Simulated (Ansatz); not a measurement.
# ZnS (Wurtzite-4H) (P6_3mc) in Ansatz: a series of runs

Runs on ZnS (Wurtzite-4H). Level: PBEsol. Tasks: single point.

Everything below comes from runs of Ansatz 0.2.0. Logs are shortened: lines on timing, memory, paths and dates and some standing lists are left out, and cuts for length are marked.

**1. Starting point**

It takes space group P6_3mc (No. 186, hexagonal). The conventional cell has a = 3.823 Å, b = 3.823 Å, c = 12.520 Å, α = 90.00°, β = 90.00°, γ = 120.00°. Zn (site symmetry 3m) has 4 S at 2.34 to 2.35 Å as nearest neighbours. Zn (site symmetry 3m) has 4 S at 2.34 to 2.35 Å as nearest neighbours. S (site symmetry 3m) has 4 Zn at 2.34 to 2.35 Å as nearest neighbours. S (site symmetry 3m) is surrounded by 4 Zn at 2.34 to 2.35 Å.

**2. Single point, PBEsol, 18.62 Å³/atom (volume scaled by 0.94)**

input.yaml reads:

```yaml
crystal:
  lattice:
    - [3.7446638178, 0.0, 0.0]
    - [-1.8723319089, 3.2429739948, 0.0]
    - [0.0, 0.0, 12.2644180811]
  atoms:
    - { symbol: Zn, position: [0.6666666667, 0.3333333333, 0.75] }
    - { symbol: Zn, position: [0.3333333333, 0.6666666667, 0.25] }
    - { symbol: Zn, position: [0.0, 0.0, 0.5] }
    - { symbol: Zn, position: [0.0, 0.0, 0.0] }
    - { symbol: S, position: [0.6666666667, 0.3333333333, 0.9375] }
    - { symbol: S, position: [0.3333333333, 0.6666666667, 0.4375] }
    - { symbol: S, position: [0.0, 0.0, 0.6875] }
    - { symbol: S, position: [0.0, 0.0, 0.1875] }
kpoints:
  mp_grid: { grid: [8, 8, 3] }
scf:
  occupations: { method: fermi_dirac, width: 0.05 }
hamiltonian:
  xc: pbesol
  pseudopotentials: { kind: all_electron, lapw: { basis_error: 0.001 } }
output:
  forces: true
  stress: true
  eigenvalues: true
```

Potentials or basis: all-electron LAPW, scalar-relativistic.

Launch:

```bash
ansatz run input.yaml --threads 4 --pin off --max-ram 12288MiB --backend cpu --events-out ev --progress --plain --runs-dir out
```

Log:

```text
Warning: RAYON_NUM_THREADS=4 ignored (pool sized by the plan → 4); use --threads N
LAPW: plane waves up to 8.800 Å⁻¹, error target 1.0e-3 eV per atom; small_component_spin mean_spin; S in spheres of 1.019 Å, 14 of its electrons in bands, Dirac shells []; Zn in spheres of 1.275 Å, 20 of its electrons in bands, Dirac shells [] (how accurate: hamiltonian.pseudopotentials.lapw.basis_error, Limitations)
Engine: ansatz 0.2.0, x86_64-unknown-linux-gnu
Pseudopotentials: kind: all_electron
Pseudopotential: Zn, LAPW, valence charge 20, lapw/all_electron/scalar/gaussian/Zn, Koelling and Harmon's equation, gaussian nucleus
Pseudopotential: S, LAPW, valence charge 14, lapw/all_electron/scalar/gaussian/S, Koelling and Harmon's equation, gaussian nucleus
Functional definition: PBEsol
  exchange = pbesol_x
  correlation = pbesol_c
Crystal: 8 atoms, lattice volume = 148.937 Å³
Basis set: ecut = 295.0614734048941 eV, 1679 PW (Γ), exchange–correlation at level 2
Bands: 82, of which v1, the nominal top of the filled ones, is band 68 counted from 1 (67 counted from 0)
Symmetry: 12 space group operations
Space group: P63mc (ITA 186), of the structure as read, at distance tolerance 5.3e-5 Å
k-points: 20 of 192 (time reversal used)
Non-local potential: Zn, projectors of the file, none
Non-local potential: S, projectors of the file, none
[... 27 lines left out ...]
  E_xc         = -10371.284530
  E_electrostatic = -470845.737204  (all electrons and nuclei)
  E_smearing   = -0.000000  (= −TS)
  E_closure    = 0.000000  (closes the sum)
  E_atoms      = -238697.982451  (free atoms, spherical and without spin; not in F)
  Σ components = -238728.238505   (vs F -238728.238505, Δ=0.00e0)
  Basis errors (estimates in eV, not in F): energy 4.6e-4 per atom: plane waves 4.2e-4 (2.5e-4 summed), levels above the bands 6.9e-55, relativity 1.4e-8, radial functions 4.2e-5, core shells 2.9e-11; eigenvalues (radial functions only) 8.4e-7; not estimated: angular momenta, meshes, grids; target (lapw.basis_error) 1.0e-3; muffin-tin radii S 1.019 Å, Zn 1.275 Å
--- Forces (eV/Å), atoms counted from 1 ---
  atom   1  Zn    -0.00000000    -0.00000000     0.01113137
  atom   2  Zn     0.00000000     0.00000000     0.01113137
  atom   3  Zn     0.00000000    -0.00000000     0.03598099
  atom   4  Zn     0.00000000     0.00000000     0.03598099
  atom   5  S     -0.00000000    -0.00000000     0.00873195
  atom   6  S     -0.00000000     0.00000000     0.00873195
  atom   7  S      0.00000000     0.00000000    -0.05584844
  atom   8  S     -0.00000000    -0.00000000    -0.05584844
  max |Σ_I F_I| component: 8.26e-6 eV/Å
--- Stress (GPa, compression-positive) ---
        2.732199       0.000000      -0.000000
        0.000000       2.732199       0.000000
       -0.000000       0.000000       2.580787
  P = ⅓ Tr σ = 2.6817 GPa (26.817 kbar)
--- Band table (eV; the first three rows and the last of 20) ---
  k-point 0: bands = ["-196.3200", "-196.3200", "-196.3052", "-196.3052", "-141.3710", "-141.3710", "-141.3700", "-141.3700", "-141.3700", "-141.3700", "-141.3566", "-141.3566", "-141.3549", "-141.3549", "-141.3549", "-141.3549", "-116.6418", "-116.6418", "-116.6321", "-116.6321", "-70.9717", "-70.9717", "-70.9717", "-70.9717", "-70.9706", "-70.9706", "-70.9623", "-70.9623", "-70.9615", "-70.9615", "-70.9615", "-70.9615", "-5.4989", "-5.0287", "-5.0163", "-4.4420", "1.4665", "1.4706", "1.4711", "1.4711", "1.4866", "1.5134", "1.5134", "1.5409", "1.5409", "1.5800", "1.5800", "2.0094", "2.0094", "2.0178", "2.0178", "2.0534", "2.0534", "2.0721", "2.0721", "2.2042", "2.3722", "5.0571", "5.0769", "7.1198", "7.1198", "7.5626", "7.5626", "7.5822", "7.5822", "8.0456", "8.0912", "8.0912", "10.3570", "11.2693", "11.5201", "11.7812", "14.2664", "14.2664", "14.3852", "14.5813", "14.5813", "14.8882", "15.0224", "15.1048", "15.1048", "15.2512"]
  k-point 1: bands = ["-196.3200", "-196.3200", "-196.3052", "-196.3052", "-141.3710", "-141.3710", "-141.3701", "-141.3701", "-141.3701", "-141.3701", "-141.3566", "-141.3566", "-141.3549", "-141.3549", "-141.3549", "-141.3549", "-116.6418", "-116.6418", "-116.6321", "-116.6321", "-70.9717", "-70.9717", "-70.9717", "-70.9717", "-70.9706", "-70.9706", "-70.9623", "-70.9623", "-70.9615", "-70.9615", "-70.9615", "-70.9615", "-5.4396", "-5.2710", "-4.7486", "-4.5279", "1.4548", "1.4611", "1.4784", "1.4784", "1.4973", "1.4973", "1.5561", "1.5561", "1.5733", "1.5733", "1.5810", "1.8247", "2.0116", "2.0116", "2.0159", "2.0159", "2.0580", "2.0580", "2.0674", "2.0674", "3.0015", "3.9435", "6.2798", "7.1777", "7.1777", "7.3397", "7.3397", "7.4309", "7.8212", "7.8212", "8.0164", "8.0164", "10.8560", "11.3272", "11.4106", "11.5869", "14.2764", "14.3021", "14.3539", "14.3539", "14.5182", "14.5182", "15.1050", "15.1050", "15.1856", "15.1856"]
  k-point 2: bands = ["-196.3200", "-196.3200", "-196.3052", "-196.3052", "-141.3710", "-141.3710", "-141.3701", "-141.3701", "-141.3700", "-141.3700", "-141.3566", "-141.3566", "-141.3549", "-141.3549", "-141.3549", "-141.3549", "-116.6418", "-116.6418", "-116.6321", "-116.6321", "-70.9717", "-70.9717", "-70.9717", "-70.9717", "-70.9706", "-70.9706", "-70.9623", "-70.9623", "-70.9615", "-70.9615", "-70.9615", "-70.9615", "-5.3819", "-4.9310", "-4.9186", "-4.3763", "1.4461", "1.4539", "1.4751", "1.4905", "1.4946", "1.5423", "1.5510", "1.5670", "1.5699", "1.5903", "1.6149", "1.9789", "1.9903", "1.9990", "2.0250", "2.0280", "2.0516", "2.0547", "2.0792", "2.2991", "2.5188", "5.0246", "5.0438", "6.3003", "6.8484", "6.8521", "6.9000", "7.2115", "7.3516", "7.3641", "7.8965", "7.9472", "11.1573", "11.9905", "12.1979", "12.4937", "13.7743", "13.8881", "14.1224", "14.5602", "14.6175", "14.9080", "15.0315", "15.0485", "15.4322", "15.7610"]
  k-point 19: bands = ["-196.3200", "-196.3200", "-196.3052", "-196.3052", "-141.3710", "-141.3710", "-141.3701", "-141.3701", "-141.3700", "-141.3700", "-141.3566", "-141.3566", "-141.3549", "-141.3549", "-141.3549", "-141.3549", "-116.6418", "-116.6418", "-116.6321", "-116.6321", "-70.9719", "-70.9719", "-70.9718", "-70.9718", "-70.9706", "-70.9706", "-70.9622", "-70.9622", "-70.9617", "-70.9617", "-70.9616", "-70.9616", "-4.2579", "-4.2251", "-4.1453", "-4.1194", "1.5199", "1.5324", "1.6190", "1.6484", "1.6672", "1.6860", "1.7417", "1.7751", "1.8704", "1.8828", "1.9228", "1.9498", "2.0047", "2.0125", "2.0387", "2.0589", "2.2576", "2.2887", "2.3552", "2.3831", "3.0005", "3.0517", "3.2925", "3.3642", "4.4959", "4.6214", "5.1926", "5.3902", "5.6963", "6.1012", "6.4539", "6.4612", "12.3247", "12.3741", "12.9443", "13.4623", "13.9965", "14.1012", "14.3101", "14.7262", "15.3601", "15.6604", "15.9580", "16.6524", "17.1210", "17.2138"]
```

Run time: 43 s. Hardware: 4 threads of Intel Xeon Platinum 8259CL at 2.50GHz (Skylake/Cascade Lake), shared host; peak memory 1 GiB.

What came out:

```yaml
Free_energy: -238728.2385 eV
Pressure: 2.7 GPa
Largest_force: 0.056 eV/Å
Band_gap_on_the_k_mesh: 2.27 eV, direct
```

Caveat: an odd mesh through Γ misses points on the zone boundary, where band edges often lie.

**3. Single point, PBEsol, 19.01 Å³/atom (volume scaled by 0.96)**

Edit input.yaml of step 2 so:

```diff
@@ -2,5 +2,5 @@
   lattice:
-    - [3.7446638178, 0.0, 0.0]
-    - [-1.8723319089, 3.2429739948, 0.0]
-    - [0.0, 0.0, 12.2644180811]
+    - [3.7710355586, 0.0, 0.0]
+    - [-1.8855177793, 3.2658125923, 0.0]
+    - [0.0, 0.0, 12.3507900682]
   atoms:
```

Potentials or basis: all-electron LAPW, scalar-relativistic.

Launch:

```bash
ansatz run input.yaml --threads 4 --pin off --max-ram 12288MiB --backend cpu --events-out ev --progress --plain --runs-dir out
```

Wall time 47 s (4 threads of Intel Xeon Platinum 8259CL at 2.50GHz (Skylake/Cascade Lake), shared host); peak memory 1 GiB.

It converged, with:

```yaml
Free_energy: -238728.2731 eV
Pressure: 0.9 GPa
Largest_force: 0.050 eV/Å
Band_gap_on_the_k_mesh: 2.17 eV, direct
```

**4. Single point, PBEsol, 19.41 Å³/atom (volume scaled by 0.98)**

Edit input.yaml of step 3 so:

```diff
@@ -2,5 +2,5 @@
   lattice:
-    - [3.7710355586, 0.0, 0.0]
-    - [-1.8855177793, 3.2658125923, 0.0]
-    - [0.0, 0.0, 12.3507900682]
+    - [3.7970435223, 0.0, 0.0]
+    - [-1.8985217611, 3.2883361495, 0.0]
+    - [0.0, 0.0, 12.4359706225]
   atoms:
```

Launch:

```bash
ansatz run input.yaml --threads 4 --pin off --max-ram 12288MiB --backend cpu --events-out ev --progress --plain --runs-dir out
```

Run time: 40 s. Hardware: 4 threads of Intel Xeon Platinum 8259CL at 2.50GHz (Skylake/Cascade Lake), shared host; peak memory 1 GiB.

The run converged. Its results:

```
Free energy            : -238728.2737 eV
Pressure               : -0.8 GPa
Largest force          : 0.045 eV/Å
Band gap on the k mesh : 2.08 eV, direct
```

**5. Single point, PBEsol, 19.81 Å³/atom**

Edit input.yaml of step 4 so:

```diff
@@ -2,5 +2,5 @@
   lattice:
-    - [3.7970435223, 0.0, 0.0]
-    - [-1.8985217611, 3.2883361495, 0.0]
-    - [0.0, 0.0, 12.4359706225]
+    - [3.8227, 0.0, 0.0]
+    - [-1.91135, 3.310555311, 0.0]
+    - [0.0, 0.0, 12.52]
   atoms:
```

Launch:

```bash
ansatz run input.yaml --threads 4 --pin off --max-ram 12288MiB --backend cpu --events-out ev --progress --plain --runs-dir out
```

It took 39 s on 4 threads of Intel Xeon Platinum 8259CL at 2.50GHz (Skylake/Cascade Lake), shared host; peak memory 1 GiB.

It converged, with:

| Item | Value |
| --- | --- |
| Free energy | -238728.2440 eV |
| Pressure | -2.2 GPa |
| Largest force | 0.040 eV/Å |
| Band gap on the k mesh | 1.99 eV, direct |

**6. Single point, PBEsol, 20.20 Å³/atom (volume scaled by 1.02)**

Edit input.yaml of step 5 so:

```diff
@@ -2,5 +2,5 @@
   lattice:
-    - [3.8227, 0.0, 0.0]
-    - [-1.91135, 3.310555311, 0.0]
-    - [0.0, 0.0, 12.52]
+    - [3.8480166318, 0.0, 0.0]
+    - [-1.9240083159, 3.3324801573, 0.0]
+    - [0.0, 0.0, 12.6029163237]
   atoms:
```

Potentials or basis: all-electron LAPW, scalar-relativistic.

Launch:

```bash
ansatz run input.yaml --threads 4 --pin off --max-ram 12288MiB --backend cpu --events-out ev --progress --plain --runs-dir out
```

Run time: 34 s. Hardware: 4 threads of Intel Xeon Platinum 8259CL at 2.50GHz (Skylake/Cascade Lake), shared host; peak memory 1 GiB.

The run converged. Its results:

```yaml
Free_energy: -238728.1870 eV
Pressure: -3.5 GPa
Largest_force: 0.035 eV/Å
Band_gap_on_the_k_mesh: 1.91 eV, direct
```

**7. Single point, PBEsol, 20.60 Å³/atom (volume scaled by 1.04)**

Edit input.yaml of step 6 so:

```diff
@@ -2,5 +2,5 @@
   lattice:
-    - [3.8480166318, 0.0, 0.0]
-    - [-1.9240083159, 3.3324801573, 0.0]
-    - [0.0, 0.0, 12.6029163237]
+    - [3.873004453, 0.0, 0.0]
+    - [-1.9365022265, 3.3541202452, 0.0]
+    - [0.0, 0.0, 12.6847557358]
   atoms:
```

Launch:

```bash
ansatz run input.yaml --threads 4 --pin off --max-ram 12288MiB --backend cpu --events-out ev --progress --plain --runs-dir out
```

It took 36 s on 4 threads of Intel Xeon Platinum 8259CL at 2.50GHz (Skylake/Cascade Lake), shared host; peak memory 0.99 GiB.

The run converged. Its results:

| Property | Result |
| --- | --- |
| Free energy | -238728.1058 eV |
| Pressure | -4.7 GPa |
| Largest force | 0.031 eV/Å |
| Band gap on the k mesh | 1.83 eV, direct |

**8. Single point, PBEsol, 20.99 Å³/atom (volume scaled by 1.06)**

Edit input.yaml of step 7 so:

```diff
@@ -2,5 +2,5 @@
   lattice:
-    - [3.873004453, 0.0, 0.0]
-    - [-1.9365022265, 3.3541202452, 0.0]
-    - [0.0, 0.0, 12.6847557358]
+    - [3.8976739363, 0.0, 0.0]
+    - [-1.9488369681, 3.3754846444, 0.0]
+    - [0.0, 0.0, 12.7655525367]
   atoms:
```

Launch:

```bash
ansatz run input.yaml --threads 4 --pin off --max-ram 12288MiB --backend cpu --events-out ev --progress --plain --runs-dir out
```

Run time: 34 s. Hardware: 4 threads of Intel Xeon Platinum 8259CL at 2.50GHz (Skylake/Cascade Lake), shared host; peak memory 0.98 GiB.

Results (log left out):

* Free energy: -238728.0028 eV
* Pressure: -5.7 GPa
* Largest force: 0.027 eV/Å
* Band gap on the k mesh: 1.75 eV, direct

**9. The reference run**

An earlier run on the cell as given: functional PBEsol; potentials or basis all-electron LAPW, scalar-relativistic; cutoff 280 eV (chosen from the basis error); basis error allowed 0.001 eV/atom; k mesh 8 × 8 × 3; occupations fermi-dirac, width 0.05 eV; no spin polarisation.

- Pressure: -2.2 GPa
- Largest force: 0.040 eV/Å
- Band gap on the k mesh: 1.99 eV, direct
- Loewdin charges: Zn +1.27; S -1.05 e
